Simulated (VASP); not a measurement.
Input of a VASP 6.6.1 run:

Contents of INCAR:

```
  PREC = Accurate
  ENCUT = 520
  EDIFF = 1E-6
  ISMEAR = 1
  SIGMA = 0.1
  LREAL = F
  LASPH = T
  NELM = 150
  ALGO = Normal
  ISIF = 2
  LWAVE = F
  LCHARG = F
  ISPIN = 2
  MAGMOM = 2.4 2.4 2.4 2.4 2.4 2.4 2.4
  LORBIT = 11
  LMAXMIX = 4
  LDIPOL = T
  IDIPOL = 3
  DIPOL = 0.5 0.5 0.500
  GGA = PE
  NBANDS = 41
  AMIX = 0.2
  BMIX = 1E-4
  AMIX_MAG = 0.8
  BMIX_MAG = 1E-4
  LVHAR = T
  LVACPOTAV = T
  ICORELEVEL = 1
  KPAR = 4
```

Contents of KPOINTS:

```
regular mesh
0
Gamma
  12 12 1
```

Contents of POSCAR:

```
Fe
1.0
    4.0011835200      0.0000000000      0.0000000000
   -2.0005917600      3.4651265700      0.0000000000
    0.0000000000      0.0000000000     19.9004290000
Fe
7
Direct
    0.6666666700      0.3333333300      0.3768763000
    0.3333333300      0.6666666700      0.4179175300
    0.0000000000      0.0000000000      0.4589587700
    0.6666666700      0.3333333300      0.5000000000
    0.3333333300      0.6666666700      0.5410412300
    0.0000000000      0.0000000000      0.5820824700
    0.6666666700      0.3333333300      0.6231237000
```

Potentials or basis: VASP PAW PBE potentials, release 64 (Fe).

Launch:

```bash
$ cat potpaw_PBE.64/Fe/POTCAR > POTCAR
$ mpirun -np 4 vasp_std > vasp.out
```

Question: Predict the largest force.

Answer: 0.748 eV/Å.

Question: What does it give for the net moment?

Answer: 18.54 μB per cell.

Core levels (eV, on the scale of the bands):
```csv
atom,levels
1 Fe,"1s -6992.6, 2s -813.5, 2p -692.3, 3s -87.7, 3p -53.7"
2 Fe,"1s -6992.4, 2s -813.5, 2p -692.2, 3s -87.4, 3p -53.5"
3 Fe,"1s -6992.7, 2s -813.8, 2p -692.5, 3s -87.6, 3p -53.7"
4 Fe,"1s -6992.5, 2s -813.7, 2p -692.4, 3s -87.5, 3p -53.6"
5 Fe,"1s -6992.7, 2s -813.8, 2p -692.5, 3s -87.6, 3p -53.7"
6 Fe,"1s -6992.4, 2s -813.5, 2p -692.2, 3s -87.4, 3p -53.5"
```
